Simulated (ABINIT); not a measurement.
Cu:

```
Cu
1.0
     0.00000    1.80750    1.80750
     1.80750    0.00000    1.80750
     1.80750    1.80750    0.00000
Cu
1
Cartesian
  0.0000 0.0000 0.0000
```

```yaml
Program: ABINIT 10.8.3 (patched build)
Task: single point
Functional: PBE
Potentials_or_basis: JTH PAW PBE v2.0
Cutoff: 707 eV
k_mesh: 13 × 13 × 13
Occupations: fermi-dirac, width 0.05 eV
Spin: no spin polarisation
```

On this cell: pressure 1.6 GPa; band gap on the k mesh none (metal or under the smearing width).

The same run follows on a disturbed copy (cell strained at random at fixed volume):

```
CELL_PARAMETERS angstrom
-0.00858 1.79575 1.80169
1.82295 -0.02405 1.81716
1.79533 1.78360 0.00357
ATOMIC_POSITIONS crystal
Cu 0.00146 0.97571 0.02932
```

Question: What changes?

Answer: The energy (extrapolated to zero smearing) moves by +1.5 meV/atom; pressure 1.6 GPa; band gap on the k mesh none (metal or under the smearing width).

Stress tensor (GPa, compression positive):
```
 1.54  1.60 -0.84
 1.60  1.88  0.56
-0.84  0.56  1.45
```
